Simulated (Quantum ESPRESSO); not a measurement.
Runs of Quantum ESPRESSO 7.5 on Ti. Symmetry: Im-3m, No. 229, cubic system. Conventional cell: a = 3.282 Å, b = 3.282 Å, c = 3.282 Å, α = 90.00°, β = 90.00°, γ = 90.00°. Ti (site symmetry m-3m) is surrounded by 8 Ti at 2.84 Å. This isn't the form of Ti at room conditions, which is hcp.

```csv
task,level,potentials or basis,U,cell,k mesh,cutoff (eV),smearing,start of the occupations,hubbard projectors,mixing beta,q mesh,k mesh for the Wannier functions,gap on the mesh (eV),pressure (GPa)
Hubbard U by linear response,PBEsol+U,GBRV 1.5 PBEsol,Ti d U = 5 eV,as given,8 × 8 × 8,612,methfessel-paxton 0.136 eV,default,atomic,0.3,2 × 2 × 2,-,none,(a)
Wannier functions,PBEsol,GBRV 1.5 PBEsol,-,as given,8 × 8 × 8,612,fermi-dirac 0.05 eV,-,-,0.5,-,7 × 7 × 7,none,-6.9
phonons,PBEsol,GBRV 1.5 PBEsol,-,relaxed,11 × 11 × 11,612,gaussian 0.2 eV,-,-,0.5,-,-,none,0.0
band structure,PBEsol,GBRV 1.5 PBEsol,-,as given,11 × 11 × 11,612,fermi-dirac 0.05 eV,-,-,0.5,-,-,none,-6.8
phonon dispersion,PBEsol,GBRV 1.5 PBEsol,-,relaxed,12 × 12 × 12,612,cold 0.2 eV,-,-,0.5,3 × 3 × 3,-,none,0.0
phonon dispersion,LDA,GBRV 1.5 LDA,-,relaxed,12 × 12 × 12,612,cold 0.2 eV,-,-,0.5,3 × 3 × 3,-,none,0.0
phonons,LDA,JTH 2.0 LDA,-,relaxed,11 × 11 × 11,490,methfessel-paxton 0.2 eV,-,-,0.5,-,-,none,0.0
band structure,LDA,PseudoDojo 0.4.1 SR LDA standard,-,as given,11 × 11 × 11,1143,fermi-dirac 0.05 eV,-,-,0.5,-,-,none,-10.8
```

Alike in all rows: no spin polarisation.

Question: Fill in the values left out.

Answer: (a) 9.0.

Caveats: some modes are imaginary (some runs); the q point doesn't lie on the k mesh, which can shift a metal's frequencies strongly unless the mesh is converged (some runs); the computed U isn't converged in cell size (some runs); U without spin polarisation on a metal has little footing (some runs); the U is typed as a test and isn't derived for this compound (some runs); the cutoff is low for these files, which shifts pressure and relaxed volume (some runs).

A k mesh can miss the band edges.

A gap of «none» marks a metal or a gap under the smearing width.

Not every run made on this cell is shown here.
